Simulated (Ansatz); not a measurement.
# SiC16: the cost of one run

Program: Ansatz 0.2.0. Level of theory: DFT PBE+D3(BJ), scalar-relativistic, plane waves, PAW. These are calculated values, not measurements.

1 further run of the same task is left out (set aside as unsound or not needed).

## (1) The structure to begin with

The structure is triclinic, space group P1 (No. 1). The conventional cell has a = 4.422 Å, b = 4.930 Å, c = 22.694 Å, α = 90.00°, β = 90.00°, γ = 90.00°. C (site symmetry 1) has 2 C at 1.42 Å as nearest neighbours. C (site symmetry 1) has 3 C at 1.42 Å as nearest neighbours. C (site symmetry 1) has 3 C at 1.42 to 1.44 Å as nearest neighbours. Only part of the 17 independent sites is listed.

As a file:

```cif
data_structure
_symmetry_space_group_name_H-M 'P 1'
_symmetry_Int_Tables_number 1
_cell_length_a 4.9299
_cell_length_b 4.4224
_cell_length_c 22.6937
_cell_angle_alpha 90.000
_cell_angle_beta 90.000
_cell_angle_gamma 90.000
_cell_volume 494.77
loop_
_atom_site_label
_atom_site_type_symbol
_atom_site_fract_x
_atom_site_fract_y
_atom_site_fract_z
_atom_site_occupancy
C1 C 0.25000 0.41553 0.17626 1
C2 C 0.75000 0.41553 0.17626 1
C3 C 0.00000 0.51956 0.20018 1
C4 C 0.50000 0.51956 0.20018 1
C5 C 0.00000 0.72722 0.24809 1
C6 C 0.50000 0.72722 0.24809 1
C7 C 0.25000 0.83125 0.27201 1
C8 C 0.75000 0.83125 0.27201 1
C9 C 0.25000 0.04421 0.31987 1
C10 C 0.75000 0.04421 0.31987 1
C11 C 0.00000 0.15008 0.34260 1
C12 C 0.50000 0.15008 0.34260 1
C13 C 0.00000 0.37798 0.39006 1
C14 C 0.50000 0.37798 0.39006 1
C15 C 0.25000 0.47642 0.40953 1
C16 C 0.75000 0.47642 0.40953 1
Si1 Si 0.33333 0.47642 0.55935 1
```

This is the geometry of the first run shown, built on a cell relaxed beforehand with the same method.

## (2) What is varied

Atoms count from 1 in the order of the input.

Si is moved over the surface cell at a fixed height above a rigid substrate; the origin of the map has the adsorbate above C15; the height is held at 3.40 Å.

- position of Si17 along the first surface vector, from above C15: 6 values from 0.000 to 0.833, periodic
- position of Si17 along the second surface vector, from above C15: 6 values from 0.000 to 0.833, periodic

Nothing else is relaxed. Points are written as (first, second).

The two vectors of the plane (Å): (2.465, 0.000, 0.000); (0.000, 4.422, 0.000).

## (3) Grid point (1/6, 0/6) of the map's two axes

The cell repeats along c, and a dipole correction in the vacuum removes the field between the copies.

Contents of input.yaml:

```yaml
crystal:
  lattice:
    - [4.9298676323, 0.0, 0.0]
    - [0.0, 4.4224271195, 0.0]
    - [0.0, 0.0, 22.693749791]
  atoms:
    - { symbol: C, position: [0.25, 0.4155274488, 0.1762599851] }
    - { symbol: C, position: [0.75, 0.4155274488, 0.1762599851] }
    - { symbol: C, position: [0.0, 0.519558491, 0.2001803947] }
    - { symbol: C, position: [0.5, 0.519558491, 0.2001803947] }
    - { symbol: C, position: [0.0, 0.7272227621, 0.2480852155] }
    - { symbol: C, position: [0.5, 0.7272227621, 0.2480852155] }
    - { symbol: C, position: [0.25, 0.8312538043, 0.2720056251] }
    - { symbol: C, position: [0.75, 0.8312538043, 0.2720056251] }
    - { symbol: C, position: [0.25, 0.0442051686, 0.3198734326] }
    - { symbol: C, position: [0.75, 0.0442051686, 0.3198734326] }
    - { symbol: C, position: [0.0, 0.1500808487, 0.3425973485] }
    - { symbol: C, position: [0.5, 0.1500808487, 0.3425973485] }
    - { symbol: C, position: [0.0, 0.3779776253, 0.3900566375] }
    - { symbol: C, position: [0.5, 0.3779776253, 0.3900566375] }
    - { symbol: C, position: [0.25, 0.4764186278, 0.4095290499] }
    - { symbol: C, position: [0.75, 0.4764186278, 0.4095290499] }
    - { symbol: Si, position: [0.3333333333, 0.4764186278, 0.5593500373], spin: 2.0 }
basis:
  ecutwfc: 420
kpoints:
  mp_grid: { grid: [6, 6, 1] }
hamiltonian:
  xc: pbe
  pseudopotentials: { kind: paw, azcp: { folder: soft_1 } }
  dispersion: d3bj
scf:
  occupations: { method: gaussian, width: 0.05 }
output:
  forces: true
  eigenvalues: true
  populations: true
magnetization:
  spin_polarized: true
efield:
  axis: 3
  dipole_correction: true
  ramp_width: 0.04
```

Started as:

```sh
> ansatz run input.yaml --threads 2 --pin off --max-ram 6144MiB --backend cpu --events-out ev --progress --plain --runs-dir out
```

Q: Estimate wall time and peak memory on 2 threads of AMD EPYC 9R45 (Zen 5), shared host.

About 70 s, with a peak of 1.2 GiB.
